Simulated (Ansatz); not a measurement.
Ansatz 0.2.0, settings compared: Y

The input file (Ansatz 0.2.0, plane waves):

```yaml
crystal:
  lattice:
    - [-1.886018, 1.886018, 1.886018]
    - [1.886018, -1.886018, 1.886018]
    - [1.886018, 1.886018, -1.886018]
  atoms:
    - { symbol: "Y", position: [0.0, 0.0, 0.0] }
  symmetry: { tolerance: 0.0003 }
kpoints:
  mp_grid: { grid: [7, 7, 7], shift: [0, 0, 0] }
magnetization:
  spin_polarized: false
scf:
  occupations: { method: fermi_dirac }
hamiltonian:
  pseudopotentials: { kind: paw }
  xc: r2scan
basis:
  ecutwfc: 500
output:
  forces: true
  stress: true
  eigenvalues: true
relax:
  max_steps: 40
  cell: {}
```

Launch command:

```bash
ansatz run input.yaml --threads 1 --pin off --max-ram 2560MiB --backend cpu --events-out ev --progress --plain --runs-dir out
```

Origin of the cell: a known structure type with other elements, at an estimated volume, so it need not be a known compound.

The smearing width isn't typed, so it takes its default of 0.1 eV.

Output of this run (shortened):

```
Pseudopotentials: kind: paw
Pseudopotential: Y, paw, valence charge 11, recommended cutoff 500 eV (meta_gga), Y.paw.azcp
Functional definition: r2SCAN
  exchange = r2scan_x(k0 = k0, k1 = k1, a1 = a1)
  correlation = r2scan_c
Crystal: 1 atoms, lattice volume = 26.835 Å³
Basis set: ecut = 500 eV, 675 PW (Γ), exchange–correlation on 96×96×96 points (64 copies of the dense FFT grid, shifted against one another)
Bands: 10, of which v1, the nominal top of the filled ones, is band 6 counted from 1 (5 counted from 0)
Symmetry: 48 space group operations
Space group: Im-3m (ITA 229), of the structure as read, at distance tolerance 9.0e-4 Å
k-points: 20 of 343
[… 3 lines left out …]
Initial density: superposition of atomic densities (neutral atoms: chi_scale 0, normalization atom), corrected by the library's trained network
Functional: x = r2scan, c = r2scan; τ floored in thin density (d = 2e-4 eV/Å³)
SCF iter   1: F=—  HF=-3859.377852 eV  Δρ=4.69e-3  dr2=2.77e-3  dr2_τ=3.92e-3
SCF iter   2: F=—  HF=-3859.421676 eV  Δρ=3.08e-3  dr2=1.16e-3  dr2_τ=1.02e-4
SCF iter   3: F=—  HF=-3859.422790 eV  Δρ=6.69e-4  dr2=4.81e-5  dr2_τ=7.94e-6
SCF iter   4: F=—  HF=-3859.422830 eV  Δρ=3.98e-5  dr2=2.73e-7  dr2_τ=3.54e-8
SCF iter   5: F=-3859.422831 eV  HF=-3859.422831 eV  Δρ=8.58e-6  dr2=5.82e-9  dr2_τ=1.61e-9
SCF iter   6: F=-3859.422831 eV  HF=-3859.422831 eV  Δρ=2.01e-6  dr2=6.94e-10  dr2_τ=3.39e-11
relax step   1: F+E_penalty+E_count = -3859.422831 eV  Δ(F+E_penalty+E_count) = +0.000e0 eV  max|allowed force component| = 0.000e0 eV/Å  Δτ_max = 0.0000 Å  P = +11.985 GPa  Ω = 26.835 Å³  (6 […]
relax step   2: F+E_penalty+E_count = -3859.615662 eV  Δ(F+E_penalty+E_count) = -1.928e-1 eV  max|allowed force component| = 0.000e0 eV/Å  Δτ_max = 0.0000 Å  P = +3.684 GPa  Ω = 30.954 Å³  en […]
relax step   3: F+E_penalty+E_count = -3859.643781 eV  Δ(F+E_penalty+E_count) = -2.812e-2 eV  max|allowed force component| = 0.000e0 eV/Å  Δτ_max = 0.0000 Å  P = +0.512 GPa  Ω = 33.212 Å³  en […]
relax step   4: F+E_penalty+E_count = -3859.644389 eV  Δ(F+E_penalty+E_count) = -6.078e-4 eV  max|allowed force component| = 0.000e0 eV/Å  Δτ_max = 0.0000 Å  P = +0.041 GPa  Ω = 33.608 Å³  en […]
relax step   5: F+E_penalty+E_count = -3859.646044 eV  Δ(F+E_penalty+E_count) = -1.655e-3 eV  max|allowed force component| = 0.000e0 eV/Å  Δτ_max = 0.0000 Å  P = +0.053 GPa  Ω = 33.608 Å³  stress off target by 5.26e-2 GPa […]
relax step   6: F+E_penalty+E_count = -3859.646046 eV  Δ(F+E_penalty+E_count) = -1.690e-6 eV  max|allowed force component| = 0.000e0 eV/Å  Δτ_max = 0.0000 Å  P = +0.001 GPa  Ω = 33.652 Å³  en […]
relax step   7: F+E_penalty+E_count = -3859.646056 eV  Δ(F+E_penalty+E_count) = -1.056e-5 eV  max|allowed force component| = 0.000e0 eV/Å  Δτ_max = 0.0000 Å  P = +0.001 GPa  Ω = 33.652 Å³  stress off target by 8.87e-4 GPa […]
SCF 7 converged in 4 iterations: F = -3859.646056 eV  dr2 = 4.09e-12
basis re-selected at this cell: Δ(F+E_penalty+E_count) = -1.056e-5 eV, ΔP = +0.000 GPa vs the last step (what re-selecting the basis moved, of the pressure what is left beyond the Pulay corre […]
SCF converged after 4 iterations
Free energy (F): -3859.646056 eV
Harris-Foulkes:  -3859.646056 eV  (|F-HF|=6.37e-12)
Internal energy: -3859.575347 eV  (E = F + TS)
E sigma→0 (E₀):  -3859.610702 eV
Entropy (-TS):   -0.070709 eV (-70.709 meV/atom)
Fermi energy:    9.254326 eV
--- Per-component energies (eV) ---
  E_band       = -133.752600
  E_kinetic    = 303.491590
  E_local      = -620.236476  (includes V_loc(G=0)·N_el)
  E_nonlocal   = 49.738137
  E_hartree    = 195.778374
  E_xc         = -167.160295
  E_vxc        = -220.792206  (∫ρ·V_xc dr)
  E_paw        = -2841.617398  (= ΣΔE_a)
  E_vpaw       = -49.559920  (= ΣTr[D̂ρ^β])
  E_aug_tail   = 0.000003  (compensation charges beyond the density's cutoff)
  E_vtau       = 12.049530  (kinetic-family band-sum trace: ∫τ·v_τ [+ j·A + Jᵃ·Aᵃ] dr)
  E_ewald      = -779.415328
  E_core_change = -0.153953  (= ΣΔE_core)
  E_smearing   = -0.070709  (= −TS)
  Σ components = -3859.646056   (vs F -3859.646056, Δ=0.00e0)
--- Forces (eV/Å), atoms counted from 1 ---
  atom   1  Y      0.000000    -0.000000     0.000000
  max |Σ_I F_I| component: 0.0 eV/Å
--- Stress (GPa, compression-positive) ---
        0.000887       0.000000       0.000000
       -0.000000       0.000887       0.000000
       -0.000000       0.000000       0.000887
  P = ⅓ Tr σ = 0.0009 GPa (0.009 kbar)
--- Relaxed structure (5 steps of the walk, 5 accepted, 2 SCFs on fresh bases) ---
  F+E_penalty+E_count = -3859.646056 eV   max|allowed force component| = 0.000e0 eV/Å   (the final SCF, on the basis selected at the relaxed cell)
  cell:  # Å, volume = 33.6523 Å³
    - [-2.033846, 2.033846, 2.033846]
    - [2.033846, -2.033846, 2.033846]
    - [2.033846, 2.033846, -2.033846]
  atoms:
    - { symbol: Y, position: [0.0, 0.0, 0.0] }
```

The same input was run again with these changes:

1. `scf.occupations.method` fermi_dirac → tetrahedron_uncorrected; `scf.initial_density.chi_scale` default → 0.1; `hamiltonian.xc` r2scan → rpbe
2. `scf.occupations.method` fermi_dirac → cold; `scf.occupations.width` default → 0.2
3. `accuracy` default → medium
4. `relax.max_displacement` default → 5.0; `scf.max_iter` default → 75

| run | end | SCF iterations | volume (Å³/atom) | max force component (eV/Å) | moment (μB) | ΔE(σ→0) (meV/atom) |
| --- | --- | --- | --- | --- | --- | --- |
| base | converged | 35 | 33.65 | 0.000 | – | 0 |
| 1 | converged | 28 | 34.42 | 0.000 | – | – |
| 2 | converged | 34 | 33.45 | 0.000 | – | 0.63 |
| 3 | converged | 35 | 33.65 | 0.000 | – | 0.00 |
| 4 | converged | 35 | 33.65 | 0.000 | – | 0.00 |

Energies are compared only where functional, datasets, charge and starting cell are the same.

Caveats of the base run: no moments, though an odd count or open d shells may carry them; the k mesh is coarse if the cell is a metal; the relaxation held the start's symmetry, so the end may be a saddle point.

Run 1: forces and stress under tetrahedra may miss the slope of the energy; forces of this functional can be a tenth off on datasets made under PBE.
Run 2: wide smearing.

The base run took 7.7 s on 1 thread of Arm Neoverse V2, on a shared host, peak memory 0.35 GiB, from the program's own first density.
